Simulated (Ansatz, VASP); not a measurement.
# HfO2 in two plane-wave programs, part 2 of 2

Aim: how closely do two programs agree when they are given the same cell, functional and k mesh? The structure shown is the end of the Ansatz relaxation below.

VASP 6.6.1 and Ansatz 0.2.0.

So far. Step 3 (VASP: single point, PBEsol, pair 1): The run ends at a pressure of -3.99 GPa.

## Step 6: VASP: single point, PBEsol, pair 2

Level of this step: PBEsol; plane waves and PAW (Hf_pv, O) (VASP).

The same cell, functional, mesh and smearing now go to VASP, with its own data sets.

Contents of INCAR:

```
SYSTEM = HfO2
PREC = Accurate
ENCUT = 600
EDIFF = 1E-06
NELM = 120
ISMEAR = -1
SIGMA = 0.02
LREAL = .FALSE.
ALGO = Normal
GGA = PS
NBANDS = 28
LASPH = .TRUE.
LORBIT = 11
LWAVE = .FALSE.
LCHARG = .FALSE.
ISIF = 2
GGA_COMPAT = .FALSE.
EFERMI = MIDGAP
KPAR = 2
```

Contents of POSCAR:

```
HfO2
1.0
    3.5849610947      0.0000000000      0.0000000000
    0.0000000000      3.5849610947      0.0000000000
    0.0000000000      0.0000000000      4.8929050400
Hf O
2 4
Direct
    0.0000000000      0.0000000000      0.0000000000
    0.5000000000      0.5000000000      0.5000000000
    0.5000000000      0.0000000000      0.2500000000
    0.5000000000      0.0000000000      0.7500000000
    0.0000000000      0.5000000000      0.7500000000
    0.0000000000      0.5000000000      0.2500000000
```

Contents of KPOINTS:

```
Automatic mesh
0
Gamma
8 8 6
0 0 0
```

The projector-augmented-wave data sets are Hf_pv and O (PBE family, release 64).

Command:

```console
$ mpirun -np 2 vasp_std
```

Numbers of over 12 decimals in the logs are rounded to 6 here.

What it wrote:

```text
[banner, memory and clock lines left out]
running    2 mpi-ranks, on    1 nodes
[...]
[... a notice as in an earlier step ...]

 LDA part: xc-table for (Slater+PW92), standard interpolation
 POSCAR, INCAR and KPOINTS ok, starting setup
[...]
entering main loop
       N       E                     dE             d eps       ncg     rms          rms(c)
DAV:   1     0.272544464591E+03    0.27254E+03   -0.27711E+04  3360   0.177E+03
DAV:   2    -0.591549036470E+02   -0.33170E+03   -0.32197E+03  4348   0.407E+02
DAV:   3    -0.734875711325E+02   -0.14333E+02   -0.14281E+02  3996   0.767E+01
DAV:   4    -0.736289748882E+02   -0.14140E+00   -0.14132E+00  4352   0.837E+00
[...]
DAV:  11    -0.632007957537E+02   -0.16099E-04   -0.51271E-04  4004   0.149E-01    0.171E-01
DAV:  12    -0.632008063844E+02   -0.10631E-04   -0.29138E-05  4280   0.335E-02    0.114E-01
DAV:  13    -0.632008071994E+02   -0.81498E-06   -0.21159E-06  3300   0.840E-03
   1 F= -.63200807E+02 E0= -.63200807E+02  d E =0.000000E+00
```

OUTCAR, selected parts (step 6):

```text
  Total       -1.6858224     -1.6858224      5.1332303      0.0000000      0.0000000      0.0000000
  in kB      -42.9523283    -42.9523283    130.7873234      0.0000000      0.0000000      0.0000000
  external PRESSURE =      14.9608889 kB  Pullay stress =       0.0000000 kB

 POSITION                                       TOTAL-FORCE (eV/Angst)
 -----------------------------------------------------------------------------------
      0.00000      0.00000      0.00000        -0.000000      0.000000      0.000000
      1.79248      1.79248      2.44645         0.000000      0.000000      0.000000
      1.79248      0.00000      1.22323        -0.000000      0.000000      0.000000
      1.79248      0.00000      3.66968        -0.000000     -0.000000      0.000000
      0.00000      1.79248      3.66968        -0.000000     -0.000000     -0.000000
      0.00000      1.79248      1.22323        -0.000000     -0.000000     -0.000000
 -----------------------------------------------------------------------------------
    total drift:                                0.000000     -0.000000      0.000000

  FREE ENERGIE OF THE ION-ELECTRON SYSTEM (eV)
  ---------------------------------------------------
  free  energy   TOTEN  =       -63.2008071994 eV

  energy  without entropy=      -63.2008071994  energy(sigma->0) =      -63.20080720

[... 1 part as in an earlier step ...]

[... 2 further parts left out ...]
[key lines of the parts left out:]
E-fermi :   6.4111
```

The run ends at a pressure of 1.50 GPa.

## Step 7: Comparison

What differs besides the data sets and the points named for the pairs above, as far as they apply: the data sets hold 76 valence electrons in Ansatz (on its PAW soft_1 files) and 44 in VASP. Total energies have different zeros and are not compared.

Both answers:

```csv
quantity,Ansatz,VASP,difference
pressure (GPa),5.68,1.50,+4.18
gap on the k mesh (eV),3.364,3.370,-0.005
```

A gap on the mesh is an upper bound, since the band edges may lie between its points; neither run holds spin-orbit coupling, which can move the band edges of a compound of Hf.

## Step 8: Ansatz: relaxation, PBEsol

This run makes the geometry at which the two programs are then compared. The cell compared in this pair holds 63.31 Å³, against 62.88 Å³ for the pair before.

The structure compared here is the end of the Ansatz relaxation.

Contents of input.yaml:

```yaml
crystal:
  lattice:
    - [3.584645055, 0.0, 0.0]
    - [0.0, 3.584645055, 0.0]
    - [0.0, 0.0, 4.94334736]
  atoms:
    - { symbol: Hf, position: [0.0, 0.0, 0.0] }
    - { symbol: Hf, position: [0.5, 0.5, 0.5] }
    - { symbol: O, position: [0.5, 0.0, 0.25] }
    - { symbol: O, position: [0.5, 0.0, 0.75] }
    - { symbol: O, position: [0.0, 0.5, 0.75] }
    - { symbol: O, position: [0.0, 0.5, 0.25] }
kpoints:
  mp_grid: { grid: [8, 8, 6] }
scf:
  occupations: { method: fermi_dirac, width: 0.02 }
hamiltonian:
  xc: pbesol
  pseudopotentials: { kind: paw, azcp: { folder: soft_1 }, xc_functional: pbe }
basis:
  ecutwfc: 600
output:
  forces: true
  stress: true
  write_density: true
  write_potential: true
  elf: true
  volumetric_format: npy
relax:
  f_tol: 0.005
  max_steps: 70
  cell: { stress_tol: 0.02, p_target: 0, fix: [c, alpha, beta, gamma] }
```

Command:

```console
$ ansatz run input.yaml --threads 4 --pin off --max-ram 10240MiB --backend cpu --events-out ev --progress --plain --runs-dir out
```

What it wrote:

```text
[...]
Crystal: 6 atoms, lattice volume = 63.520 Å³
Basis set: ecut = 600 eV, 2115 PW (Γ), exchange–correlation on 60×60×80 points (8 copies of the dense FFT grid, shifted against one another)
Bands: 46, of which v1, the nominal top of the filled ones, is band 38 counted from 1 (37 counted from 0)
Symmetry: 32 space group operations
[...]
k-points: 60 of 384
[...]
--- Relaxed structure (3 steps of the walk, 3 accepted, 1 SCFs on fresh bases) ---
[...]
cell:  # Å, volume = 63.3088 Å³
    - [3.578668, 0, 0.0]
    - [0, 3.578668, 0.0]
    - [0.0, 0.0, 4.94334736]
  atoms:
    - { symbol: Hf, position: [0, 0, 0] }
    - { symbol: Hf, position: [0.5, 0.5, 0.5] }
    - { symbol: O, position: [0.5, 0, 0.25] }
    - { symbol: O, position: [0.5, 0, 0.75] }
    - { symbol: O, position: [0, 0.5, 0.75] }
    - { symbol: O, position: [0, 0.5, 0.25] }
[key lines of the parts left out:]
SCF converged after 7 iterations
Free energy (F): -33451.678325 eV
Fermi energy:    17.164111 eV
P = ⅓ Tr σ = 3.7248 GPa (37.248 kbar)
```

## Step 9: VASP: single point, PBEsol, pair 3

The same cell, functional, mesh and smearing now go to VASP, with its own data sets.

INCAR is that of step 6.

Changes to POSCAR since step 6:

```diff
@@ -2,5 +2,5 @@
 1.0
-    3.5849610947      0.0000000000      0.0000000000
-    0.0000000000      3.5849610947      0.0000000000
-    0.0000000000      0.0000000000      4.8929050400
+    3.5786677286      0.0000000000      0.0000000000
+    0.0000000000      3.5786677286      0.0000000000
+    0.0000000000      0.0000000000      4.9433473600
 Hf O
```

KPOINTS is that of step 6.

Command:

```console
$ mpirun -np 2 vasp_std
```

What it wrote:

```text
[... set-up lines as in an earlier step ...]
 entering main loop
       N       E                     dE             d eps       ncg     rms          rms(c)
DAV:   1     0.267406313983E+03    0.26741E+03   -0.27480E+04  3360   0.176E+03
DAV:   2    -0.594015919985E+02   -0.32681E+03   -0.31721E+03  4316   0.406E+02
DAV:   3    -0.735372977238E+02   -0.14136E+02   -0.14089E+02  3936   0.767E+01
DAV:   4    -0.736798154799E+02   -0.14252E+00   -0.14243E+00  4368   0.842E+00
[...]
DAV:  11    -0.632485764338E+02   -0.11762E-04   -0.51607E-04  4004   0.149E-01    0.173E-01
DAV:  12    -0.632485876968E+02   -0.11263E-04   -0.28639E-05  4288   0.331E-02    0.111E-01
DAV:  13    -0.632485884579E+02   -0.76111E-06   -0.26393E-06  3576   0.870E-03
   1 F= -.63248588E+02 E0= -.63248588E+02  d E =0.000000E+00
```

From OUTCAR (step 9):

```text
  Total       -1.6597859     -1.6597859      2.8446379      0.0000000      0.0000000      0.0000000
  in kB      -42.0047848    -42.0047848     71.9902514      0.0000000      0.0000000      0.0000000
  external PRESSURE =      -4.0064394 kB  Pullay stress =       0.0000000 kB

 POSITION                                       TOTAL-FORCE (eV/Angst)
 -----------------------------------------------------------------------------------
      0.00000      0.00000      0.00000         0.000000      0.000000     -0.000000
      1.78933      1.78933      2.47167        -0.000000      0.000000     -0.000000
      1.78933      0.00000      1.23584         0.000000     -0.000000     -0.000000
      1.78933      0.00000      3.70751        -0.000000     -0.000000      0.000000
      0.00000      1.78933      3.70751         0.000000      0.000000     -0.000000
      0.00000      1.78933      1.23584         0.000000      0.000000      0.000000
 -----------------------------------------------------------------------------------
    total drift:                                0.000000     -0.000000      0.000000

  FREE ENERGIE OF THE ION-ELECTRON SYSTEM (eV)
  ---------------------------------------------------
  free  energy   TOTEN  =       -63.2485884579 eV

  energy  without entropy=      -63.2485884579  energy(sigma->0) =      -63.24858846

[... 1 part as in an earlier step ...]

[... 2 further parts left out ...]
[key lines of the parts left out:]
E-fermi :   6.3281
```

The run ends at a pressure of -0.40 GPa.

## Step 10: Side by side

What differs besides the data sets and the points named for the pairs above, as far as they apply: the data sets hold 76 valence electrons in Ansatz (on its PAW soft_1 files) and 44 in VASP. Total energies have different zeros and are not compared.

Both answers:

```csv
quantity,Ansatz,VASP,difference
pressure (GPa),3.72,-0.40,+4.13
gap on the k mesh (eV),3.520,3.529,-0.008
```

A gap on the mesh is an upper bound, since the band edges may lie between its points; neither run holds spin-orbit coupling, which can move the band edges of a compound of Hf.

## Step 11: Summary of results

| Item | Value |
| --- | --- |
| difference in pressure (single point, PBEsol, pair 1) | 4.0 GPa |
| difference in pressure (single point, PBEsol, pair 2) | 4.2 GPa |
| difference in pressure (single point, PBEsol, pair 3) | 4.1 GPa |

In words: The difference in pressure is 4.2 GPa (single point, PBEsol, pair 2), beyond the 1 GPa picked in this series as the mark of a large difference. The data sets hold unlike numbers of valence electrons (76 in Ansatz and 44 in VASP), so part of the differences comes from the potentials. What causes the difference of the single point, PBEsol, pair 1 pair stays open here. What causes the difference of the single point, PBEsol, pair 2 pair stays open here. What causes the difference of the single point, PBEsol, pair 3 pair stays open here. 4 further runs of this series are not shown here. How closely two codes agree says nothing of how well the functional describes the real material.

[Lines on the potential files, build, host, timing and source positions are cut from VASP's logs without a mark.]

[Logs are printed without paths, hosts, clocks, repeated set-up lines and the standing remarks that a program may print on its own settings, such as how far it seeks lower states.]

[Hosts, paths, dates, database ids (printed as entryN), source tags and the programs' standing remarks are cut or masked in the printed files.]
